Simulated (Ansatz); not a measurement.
CsH: zone-centre modes under pressure

CsH, Fm-3m, a = 6.097 Å. Ansatz: LDA, PAW, 420 eV, Γ-centred 8×8×8 mesh on 2 atoms, fixed occupations; no spin polarisation. Cell and atoms are relaxed at each pressure with the symmetry kept; optical modes at Γ by linear response, in cm⁻¹, the highest, without the LO field.

| P (GPa) | V (Å³/atom) | ω1 |
| --- | --- | --- |
| 0 | 28.334 | 452.3 |
| 2 | 24.854 | 551.3 |
| 6 | 21.114 | ? |

Problem. Get the mode's Grüneisen parameter γ = −d ln ω/d ln V from the other rows and predict the missing frequency.

Solution. ln(V/V0) = 0.0000, -0.1310, -0.2941; a line through ln(ω/ω0) of the 2 known rows gives ω1: γ = 1.511, predicted 705.4, computed 676.6. The miss is 4.3 %: γ isn't constant over this range.